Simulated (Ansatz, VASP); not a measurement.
# CdTe: VASP beside Ansatz, part 2 of 2

Wanted: the spread between two codes on one cell, functional and k mesh. The cell is taken from a series of VASP runs on this material, whose earlier steps may have relaxed, scaled or displaced it; both programs get it as it stands.

VASP 6.6.1 and Ansatz 0.2.0.

So far. Step 3 (VASP: band structure, PBE): The run ends at a pressure of 7.94 GPa.

### 5. VASP: band structure, r2SCAN

Level of this step: r2SCAN; plane waves and PAW (Te, Cd) (VASP).

The same path points are solved in both programs, so levels can be compared one by one.

File INCAR:

```
SYSTEM = CdTe
PREC = Accurate
ENCUT = 350
EDIFF = 1E-06
NELM = 100
ISMEAR = 0
SIGMA = 0.03
LREAL = .FALSE.
ALGO = Normal
METAGGA = R2SCAN
LASPH = .TRUE.
NBANDS = 21
LORBIT = 11
LWAVE = .FALSE.
LCHARG = .FALSE.
KPAR = 4
```

File POSCAR:

```
CdTe
1.0
    0.0000000000      3.1400000000      3.1400000000
    3.1400000000      0.0000000000      3.1400000000
    3.1400000000      3.1400000000      0.0000000000
Te Cd
1 1
Direct
    0.7500000000      0.7500000000      0.7500000000
    0.0000000000      0.0000000000      0.0000000000
```

File KPOINTS:

```
Automatic mesh
0
Gamma
6 6 6
0 0 0
```

File KPOINTS_OPT:

```
Line mode
10
Line-mode
Reciprocal
  0.00000000   0.00000000   0.00000000 GAMMA
  0.50000000   0.00000000   0.50000000 X

  0.50000000   0.00000000   0.50000000 X
  0.50000000   0.25000000   0.75000000 W

  0.50000000   0.25000000   0.75000000 W
  0.37500000   0.37500000   0.75000000 K

  0.37500000   0.37500000   0.75000000 K
  0.00000000   0.00000000   0.00000000 GAMMA

  0.00000000   0.00000000   0.00000000 GAMMA
  0.50000000   0.50000000   0.50000000 L

  0.50000000   0.50000000   0.50000000 L
  0.62500000   0.25000000   0.62500000 U

  0.62500000   0.25000000   0.62500000 U
  0.50000000   0.25000000   0.75000000 W

  0.50000000   0.25000000   0.75000000 W
  0.50000000   0.50000000   0.50000000 L

  0.50000000   0.50000000   0.50000000 L
  0.37500000   0.37500000   0.75000000 K

  0.62500000   0.25000000   0.62500000 U
  0.50000000   0.00000000   0.50000000 X
```

The projector-augmented-wave data sets are Te and Cd (PBE family, release 64).

Launch:

```bash
$ mpirun -np 4 vasp_std
```

Numbers of over 12 decimals in the logs are rounded to 6 here.

Output:

```text
[banner, memory and clock lines left out]
running    4 mpi-ranks, on    1 nodes
[...]
|                                                                             |
|               ----> ADVICE to this user running VASP <----                  |
|                                                                             |
|     You enforced a specific xc type in the INCAR file but a different       |
|     [... a line on the potential file left out ...]
|     I HOPE YOU KNOW WHAT YOU ARE DOING!                                     |
|                                                                             |

 LDA part: xc-table for (None), standard interpolation
 POSCAR, INCAR and KPOINTS ok, starting setup
[...]
entering main loop
       N       E                     dE             d eps       ncg     rms          rms(c)
DAV:   1     0.445214184322E+02    0.44521E+02   -0.67559E+03   688   0.565E+02
DAV:   2    -0.477880763024E+02   -0.92309E+02   -0.87889E+02   772   0.180E+02
[...]
DAV:  11    -0.464621481891E+02    0.14764E-04   -0.63798E-05   806   0.731E-02    0.443E-02
DAV:  12    -0.464621481426E+02    0.46470E-07   -0.64596E-06   752   0.169E-02
   1 F= -.46462148E+02 E0= -.46462148E+02  d E =-.260629E-18
 Start KPOINTS_OPT (optional k-point list driver)
k-point batch [1-16\100]
       N       E                     dE             ncg
DAV:   1     0.368257461025E+03   -0.53362E+04      704
DAV:   2    -0.104852078279E+04   -0.14168E+04      773
DAV:   3    -0.109627375029E+04   -0.47753E+02      790
DAV:   4    -0.109662817398E+04   -0.35442E+00      866
DAV:   5    -0.109663258827E+04   -0.44143E-02      816
DAV:   6    -0.109663270362E+04   -0.11535E-03      816
DAV:   7    -0.109663270706E+04   -0.34376E-05      760
DAV:   8    -0.109663270715E+04   -0.90547E-07      585
[...]
k-point batch [97-100\100]
       N       E                     dE             ncg
DAV:   1     0.577432667486E+04   -0.19755E+04      192
DAV:   2     0.546549403159E+04   -0.30883E+03      188
DAV:   3     0.545599588816E+04   -0.94981E+01      216
DAV:   4     0.545592221360E+04   -0.73675E-01      209
DAV:   5     0.545592132327E+04   -0.89033E-03      208
DAV:   6     0.545592129826E+04   -0.25009E-04      193
DAV:   7     0.545592129748E+04   -0.77878E-06      216
```

OUTCAR, selected parts (step 5):

```text
  Total        2.7187671      2.7187671      2.7187671     -0.0000000      0.0000000     -0.0000000
  in kB       70.3499271     70.3499271     70.3499271     -0.0000000      0.0000000     -0.0000000
  external PRESSURE =      70.3499271 kB  Pullay stress =       0.0000000 kB

 POSITION                                       TOTAL-FORCE (eV/Angst)
 -----------------------------------------------------------------------------------
      4.71000      4.71000      4.71000        -0.000000     -0.000000      0.000000
      0.00000      0.00000      0.00000         0.000000      0.000000     -0.000000
 -----------------------------------------------------------------------------------
    total drift:                                0.000004      0.000004      0.000004

  FREE ENERGIE OF THE ION-ELECTRON SYSTEM (eV)
  ---------------------------------------------------
  free  energy   TOTEN  =       -46.4621481426 eV

  energy  without entropy=      -46.4621481426  energy(sigma->0) =      -46.46214814

[... 2 parts as in an earlier step ...]

[... 1 further part left out ...]
[key lines of the parts left out:]
E-fermi :   3.2086
```

The PAW data sets were made with PBE, which is usual practice but a small mismatch for other functionals.

### 6. Ansatz: band structure, r2SCAN

The same cell, functional, mesh and smearing now go to Ansatz, which takes its cutoff from its data sets.

The cell is taken from a series of VASP runs on this material, whose earlier steps may have relaxed, scaled or displaced it; both programs get it as it stands.

File input.yaml:

```yaml
crystal:
  lattice:
    - [0.0, 3.14, 3.14]
    - [3.14, 0.0, 3.14]
    - [3.14, 3.14, 0.0]
  atoms:
    - { symbol: Te, position: [0.75, 0.75, 0.75] }
    - { symbol: Cd, position: [0.0, 0.0, 0.0] }
hamiltonian:
  xc: r2scan
  pseudopotentials: { kind: paw }
kpoints:
  mp_grid: { grid: [6, 6, 6] }
  band_path:
    path:
      - [0.0, 0.0, 0.0]
      - [0.16667, 0.0, 0.16667]
      - [0.33333, 0.0, 0.33333]
      - [0.5, 0.0, 0.5]
      - [0.5, 0.08333, 0.58333]
      - [0.5, 0.19444, 0.69444]
      - [0.5, 0.25, 0.75]
      - [0.45833, 0.29167, 0.75]
      - [0.40278, 0.34722, 0.75]
      - [0.375, 0.375, 0.75]
      - [0.20833, 0.20833, 0.41667]
      - [0.08333, 0.08333, 0.16667]
      - [0.0, 0.0, 0.0]
      - [0.22222, 0.22222, 0.22222]
      - [0.38889, 0.38889, 0.38889]
      - [0.51389, 0.47222, 0.51389]
      - [0.55556, 0.38889, 0.55556]
      - [0.61111, 0.27778, 0.61111]
      - [0.61111, 0.25, 0.63889]
      - [0.56944, 0.25, 0.68056]
      - [0.51389, 0.25, 0.73611]
      - [0.5, 0.27778, 0.72222]
      - [0.5, 0.38889, 0.61111]
      - [0.5, 0.47222, 0.52778]
      - [0.48611, 0.48611, 0.52778]
      - [0.43056, 0.43056, 0.63889]
      - [0.38889, 0.38889, 0.72222]
      - [0.59722, 0.19444, 0.59722]
      - [0.55556, 0.11111, 0.55556]
      - [0.5, 0.0, 0.5]
    npoints: 1
scf:
  occupations: { method: gaussian, width: 0.03 }
  n_extra_bands: 7
output:
  forces: true
  stress: true
  eigenvalues: true
  write_density: true
  write_potential: true
  elf: true
  volumetric_format: npy
```

Launch:

```bash
$ ansatz run input.yaml --threads 2 --pin off --max-ram 4608MiB --backend cpu --events-out ev --progress --plain --runs-dir out
```

Output:

```text
[...]
Crystal: 2 atoms, lattice volume = 61.918 Å³
Basis set: ecut = 500 eV, 1591 PW (Γ), exchange–correlation on 144×144×144 points (64 copies of the dense FFT grid, shifted against one another)
Bands: 25, of which v1, the nominal top of the filled ones, is band 18 counted from 1 (17 counted from 0)
Symmetry: 24 space group operations
[...]
k-point 0: bands = [... 14 lower, 0.0324, 8.6389, 8.6389, 8.6389, 10.2274, 13.6032, 13.6032, 13.6032, ... 3 higher]
  k-point 1: bands = [... 14 lower, 0.0306, 6.8163, 8.3592, 8.3592, 11.1829, 13.8308, 13.9948, 13.9948, ... 3 higher]
  k-point 2: bands = [... 14 lower, 0.1328, 4.6188, 7.8959, 7.8959, 11.1197, 14.2658, 14.2658, 15.5681, ... 3 higher]
  k-point 15: bands = [... 14 lower, 0.7760, 3.8911, 5.9763, 6.0564, 12.6374, 12.8649, 16.0312, 16.2716, ... 3 higher]
[key lines of the parts left out:]
SCF converged after 6 iterations
Free energy (F): -15263.967836 eV
Fermi energy:    9.433486 eV
P = ⅓ Tr σ = 7.0968 GPa (70.968 kbar)
```

Wall time 11 s (2 threads of Arm Neoverse N1, shared host); peak memory 0.52 GiB; 21 s of CPU time.

### 7. Comparison

What differs besides the data sets and the points named for the pairs above, as far as they apply: VASP keeps PBE cores, Ansatz makes them for the functional; the cutoff is 500 eV in Ansatz and 350 eV in VASP. Total energies have different zeros and are not compared.

The two programs side by side:

```
                     quantity  Ansatz   VASP  difference
               pressure (GPa)    7.10   7.03       +0.06
gap over the path points (eV)   1.589  1.582      +0.007
```

Levels at points of the path, from each program's valence-band top (eV; 4 filled, then empty):

| k (reciprocal lattice) | Ansatz | VASP |
| --- | --- | --- |
| 0.000 0.000 0.000 | -8.61 0.00 0.00 0.00 1.59 4.96 4.96 | -8.57 0.00 0.00 0.00 1.58 4.93 4.93 |
| 0.167 0.000 0.167 | -8.60 -1.74 -0.74 -0.74 3.24 3.96 6.09 | -8.56 -1.75 -0.75 -0.75 3.24 3.94 6.06 |
| 0.333 0.000 0.333 | -8.38 -3.78 -1.82 -1.82 2.90 3.51 8.24 | -8.35 -3.80 -1.83 -1.83 2.88 3.50 8.25 |
| 0.500 0.000 0.500 | -7.95 -4.85 -2.26 -2.26 2.67 2.95 10.03 | -7.92 -4.87 -2.28 -2.28 2.65 2.93 10.06 |
| 0.500 0.083 0.583 | -7.92 -4.82 -2.40 -2.38 3.04 3.31 9.07 | -7.89 -4.84 -2.42 -2.39 3.02 3.29 9.06 |
| 0.500 0.194 0.694 | -7.85 -4.73 -2.73 -2.63 4.39 4.57 6.86 | -7.81 -4.75 -2.75 -2.65 4.37 4.56 6.85 |
| 0.500 0.250 0.750 | -7.83 -4.71 -2.79 -2.68 4.92 5.00 6.20 | -7.80 -4.73 -2.81 -2.70 4.91 4.99 6.19 |
| 0.458 0.292 0.750 | -7.85 -4.71 -2.92 -2.42 4.26 5.05 6.62 | -7.82 -4.74 -2.94 -2.43 4.25 5.04 6.60 |
| 0.403 0.347 0.750 | -7.88 -4.74 -3.06 -1.96 3.29 5.01 7.75 | -7.85 -4.76 -3.08 -1.97 3.27 5.01 7.73 |
| 0.375 0.375 0.750 | -7.89 -4.74 -3.08 -1.88 3.14 5.01 8.07 | -7.85 -4.76 -3.10 -1.89 3.12 5.00 8.06 |

Among the levels compared at these points, filled levels agree within 40 meV and empty ones within 38 meV. Ansatz's pressure holds a Pulay correction of 0.04 GPa; VASP's holds none.

### 8. What the set-up changes

Further runs change the set-up of one program: Ansatz's method, potentials or start, or VASP's data sets, cutoff or form of LDA. The table gives Ansatz less VASP for each quantity, since a change that brings one quantity closer may part another.

```csv
run,pressure (GPa),gap over the path points (eV)
as above,0.062,0.0067
Ansatz's all-electron LAPW method,0.060,0.014
```

### 9. Ansatz: band structure, LDA

The same path points are solved in both programs, so levels can be compared one by one. The cell compared in this pair holds 66.07 Å³, against 61.92 Å³ for the pair before.

The cell is taken from a series of VASP runs on this material, whose earlier steps may have relaxed, scaled or displaced it; both programs get it as it stands.

Changes to input.yaml since step 6:

```diff
@@ -2,5 +2,5 @@
   lattice:
-    - [0.0, 3.14, 3.14]
-    - [3.14, 0.0, 3.14]
-    - [3.14, 3.14, 0.0]
+    - [0.0, 3.2086686674, 3.2086686674]
+    - [3.2086686674, 0.0, 3.2086686674]
+    - [3.2086686674, 3.2086686674, 0.0]
   atoms:
@@ -9,3 +9,3 @@
 hamiltonian:
-  xc: r2scan
+  xc: lda
   pseudopotentials: { kind: paw }
```

Output:

```text
[...]
Crystal: 2 atoms, lattice volume = 66.070 Å³
Basis set: ecut = 420 eV, 1243 PW (Γ)
Bands: 25, of which v1, the nominal top of the filled ones, is band 18 counted from 1 (17 counted from 0)
Symmetry: 24 space group operations
[...]
k-points: 16 of 216 (time reversal used)
[...]
k-point 0: bands = [... 14 lower, -0.5197, 7.5706, 7.5706, 7.5706, 8.1688, 12.0844, 12.0844, 12.0844, ... 3 higher]
  k-point 1: bands = [... 14 lower, -0.5213, 5.7213, 7.3249, 7.3249, 9.3137, 12.1856, 12.4378, 12.4378, ... 3 higher]
  k-point 2: bands = [... 14 lower, -0.4319, 3.8002, 6.9181, 6.9181, 9.3560, 12.7309, 12.7309, 13.7243, ... 3 higher]
  k-point 15: bands = [... 14 lower, 0.0547, 3.1337, 5.2164, 5.2966, 11.2005, 11.2286, 14.1928, 14.4825, ... 3 higher]
[key lines of the parts left out:]
SCF converged after 6 iterations
Free energy (F): -14945.804077 eV
Fermi energy:    7.870524 eV
P = ⅓ Tr σ = -0.1661 GPa (-1.661 kbar)
```

Elapsed: 4.9 s, on 2 threads; peak memory 0.32 GiB.

### 10. VASP: band structure, LDA

The same cell, functional (in two slightly different forms), mesh and smearing now go to VASP, with its own data sets and cutoff.

Changes to INCAR since step 5:

```diff
@@ -9,4 +9,3 @@
 ALGO = Normal
-METAGGA = R2SCAN
-LASPH = .TRUE.
+GGA = CA
 NBANDS = 21
@@ -16 +15,2 @@
 KPAR = 4
+LASPH = .TRUE.
```

File POSCAR:

```
CdTe
1.0
    0.0000000000      3.2086686674      3.2086686674
    3.2086686674      0.0000000000      3.2086686674
    3.2086686674      3.2086686674      0.0000000000
Te Cd
1 1
Direct
    0.7500000000      0.7500000000      0.7500000000
    0.0000000000      0.0000000000      0.0000000000
```

KPOINTS is that of step 5.

KPOINTS_OPT is that of step 5.

Potentials, in the order of the species: Te and Cd (LDA family, release 64).

Launch:

```bash
$ mpirun -np 4 vasp_std
```

Output:

```text
[banner, memory and clock lines left out]
running    4 mpi-ranks, on    1 nodes
[...]
LDA part: xc-table for (Slater(with rela. corr.)+CA(PZ))
 , standard interpolation
 POSCAR, INCAR and KPOINTS ok, starting setup
[...]
entering main loop
       N       E                     dE             d eps       ncg     rms          rms(c)
DAV:   1     0.833869535693E+02    0.83387E+02   -0.64927E+03   688   0.537E+02
DAV:   2    -0.305803101853E+01   -0.86445E+02   -0.82193E+02   777   0.172E+02
DAV:   3    -0.625630431934E+01   -0.31983E+01   -0.31852E+01   802   0.334E+01
DAV:   4    -0.628707022277E+01   -0.30766E-01   -0.30763E-01   864   0.296E+00
[...]
DAV:  10    -0.604210691301E+01    0.83521E-05   -0.72091E-05   757   0.762E-02    0.463E-02
DAV:  11    -0.604210993859E+01   -0.30256E-05   -0.18600E-05   752   0.308E-02    0.282E-02
DAV:  12    -0.604210946104E+01    0.47756E-06   -0.10374E-06   608   0.969E-03
   1 F= -.60421095E+01 E0= -.60421095E+01  d E =-.526520E-24
 Start KPOINTS_OPT (optional k-point list driver)
k-point batch [1-16\100]
       N       E                     dE             ncg
DAV:   1     0.204963385713E+03   -0.52442E+04      720
DAV:   2    -0.110529752656E+04   -0.13103E+04      785
DAV:   3    -0.115124865497E+04   -0.45951E+02      841
DAV:   4    -0.115165757662E+04   -0.40892E+00      884
DAV:   5    -0.115165942630E+04   -0.18497E-02      844
DAV:   6    -0.115165946407E+04   -0.37774E-04      806
DAV:   7    -0.115165946513E+04   -0.10601E-05      729
DAV:   8    -0.115165946517E+04   -0.41601E-07      569
[...]
k-point batch [97-100\100]
       N       E                     dE             ncg
DAV:   1     0.545222810212E+04   -0.16953E+04      168
DAV:   2     0.509112794847E+04   -0.36110E+03      188
DAV:   3     0.507854339482E+04   -0.12585E+02      203
DAV:   4     0.507843116601E+04   -0.11223E+00      214
DAV:   5     0.507842969370E+04   -0.14723E-02      216
DAV:   6     0.507842965156E+04   -0.42134E-04      201
DAV:   7     0.507842965020E+04   -0.13579E-05      216
DAV:   8     0.507842965017E+04   -0.36573E-07      147
```

OUTCAR, selected parts (step 10):

```text
  Total       -0.0867870     -0.0867870     -0.0867870      0.0000000      0.0000000     -0.0000000
  in kB       -2.1045556     -2.1045556     -2.1045556      0.0000000      0.0000000     -0.0000000
  external PRESSURE =      -2.1045556 kB  Pullay stress =       0.0000000 kB

 POSITION                                       TOTAL-FORCE (eV/Angst)
 -----------------------------------------------------------------------------------
      4.81300      4.81300      4.81300        -0.000000     -0.000000     -0.000000
      0.00000      0.00000      0.00000         0.000000      0.000000      0.000000
 -----------------------------------------------------------------------------------
    total drift:                                0.000000      0.000000      0.000001

  FREE ENERGIE OF THE ION-ELECTRON SYSTEM (eV)
  ---------------------------------------------------
  free  energy   TOTEN  =        -6.0421094610 eV

  energy  without entropy=       -6.0421094610  energy(sigma->0) =       -6.04210946

[... 1 part as in an earlier step ...]

[... 2 further parts left out ...]
[key lines of the parts left out:]
E-fermi :   2.6455
```

The run ends at a pressure of -0.21 GPa.

### 11. Side by side

What differs besides the data sets and the points named for the pairs above, as far as they apply: the two LDA forms differ slightly; VASP's log shows a relativistic correction to its local exchange, Ansatz's none. Total energies have different zeros and are not compared.

The two programs side by side:

| quantity | Ansatz | VASP | difference |
| --- | --- | --- | --- |
| pressure (GPa) | -0.17 | -0.21 | +0.04 |
| gap over the path points (eV) | 0.598 | 0.636 | -0.038 |

Levels at points of the path, from each program's valence-band top (eV; 4 filled, then empty):

```
k (reciprocal lattice)                                  Ansatz                                    VASP
     0.000 0.000 0.000     -8.09 0.00 0.00 0.00 0.60 4.51 4.51     -8.11 0.00 0.00 0.00 0.64 4.47 4.47
     0.167 0.000 0.167  -8.08 -1.85 -0.65 -0.65 2.43 3.55 5.50  -8.10 -1.84 -0.66 -0.66 2.46 3.53 5.47
     0.333 0.000 0.333  -7.91 -3.64 -1.60 -1.60 2.57 3.02 7.28  -7.92 -3.64 -1.61 -1.61 2.55 3.02 7.28
     0.500 0.000 0.500  -7.59 -4.52 -1.99 -1.99 2.39 2.55 8.77  -7.59 -4.53 -2.00 -2.00 2.37 2.54 8.80
     0.500 0.083 0.583  -7.56 -4.50 -2.11 -2.09 2.73 2.87 8.06  -7.57 -4.50 -2.13 -2.10 2.72 2.86 8.05
     0.500 0.194 0.694  -7.50 -4.42 -2.42 -2.32 3.94 4.00 6.12  -7.51 -4.42 -2.43 -2.33 3.94 3.99 6.11
     0.500 0.250 0.750  -7.49 -4.40 -2.47 -2.36 4.25 4.56 5.46  -7.50 -4.41 -2.48 -2.37 4.26 4.54 5.45
     0.458 0.292 0.750  -7.51 -4.41 -2.59 -2.13 3.76 4.48 5.90  -7.51 -4.41 -2.60 -2.15 3.76 4.48 5.89
     0.403 0.347 0.750  -7.53 -4.42 -2.71 -1.72 2.88 4.45 6.99  -7.53 -4.43 -2.73 -1.73 2.87 4.45 6.97
     0.375 0.375 0.750  -7.53 -4.43 -2.73 -1.65 2.75 4.44 7.27  -7.54 -4.43 -2.74 -1.66 2.73 4.44 7.24
```

Among the levels compared at these points, filled levels agree within 15 meV and empty ones within 44 meV. Ansatz's pressure holds a Pulay correction of 0.03 GPa; VASP's holds none.

### 12. Outcome

| Quantity | Value |
| --- | --- |
| difference in gap over the path points (band structure, PBE) | 0.0010 eV |
| difference in gap over the path points (band structure, r2SCAN) | 0.0067 eV |
| difference in gap over the path points (band structure, LDA) | -0.038 eV |

The difference in gap over the path points is -0.038 eV (band structure, LDA), within the 0.08 eV picked in this series as the mark of a large difference. Band structure, r2SCAN, Ansatz's all-electron LAPW method: the difference in gap over the path points goes from 0.0067 to 0.014 eV. 2 further runs of this series are not shown here. How closely two codes agree says nothing of how well the functional describes the real material.

[Lines on the potential files, build, host, timing and source positions are cut from VASP's logs without a mark.]

[Logs are printed without paths, hosts, clocks, repeated set-up lines and the standing remarks that a program may print on its own settings, such as how far it seeks lower states.]

[Hosts, paths, dates, database ids (printed as entryN), source tags and the programs' standing remarks are cut or masked in the printed files.]
